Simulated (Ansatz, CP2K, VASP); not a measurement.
# ZnS: programs and potentials compared

```
CELL_PARAMETERS angstrom
3.82270 0.00000 0.00000
-1.91135 3.31056 0.00000
0.00000 0.00000 12.52000
ATOMIC_POSITIONS crystal
Zn 0.66667 0.33333 0.75000
Zn 0.33333 0.66667 0.25000
Zn 0.00000 0.00000 0.50000
Zn 0.00000 0.00000 0.00000
S 0.66667 0.33333 0.93750
S 0.33333 0.66667 0.43750
S 0.00000 0.00000 0.68750
S 0.00000 0.00000 0.18750
```

Alike in all runs: task single point; functional PBE; k mesh 8 × 8 × 3; occupations gaussian, width 0.011 eV; no spin polarisation; no spin-orbit coupling. Pressure is positive in compression and, in plane waves, holds the error of the finite cutoff, which Ansatz's Pulay term estimates and takes out.

```csv
program and potentials,plane-wave cutoff (eV),notes,pressure (GPa)
"Ansatz, Ansatz PAW",420,Pulay term of +0.07 GPa included,1.33
"CP2K, POTENTIAL_UZH Zn GTH-PBE-q12, S GTH-PBE-q6; TZVP-MOLOPT-PBE-GTH basis",-,atomic basis,1.78
"VASP, PBE PAW files S, Zn, 520 eV",520,-,?
```

Question: Estimate from the other rows what the run with VASP, PBE PAW files S, Zn, 520 eV gave.

Answer: Pressure 1.51 GPa. The other rows, which needn't bracket it: pressure 1.33 to 1.78.
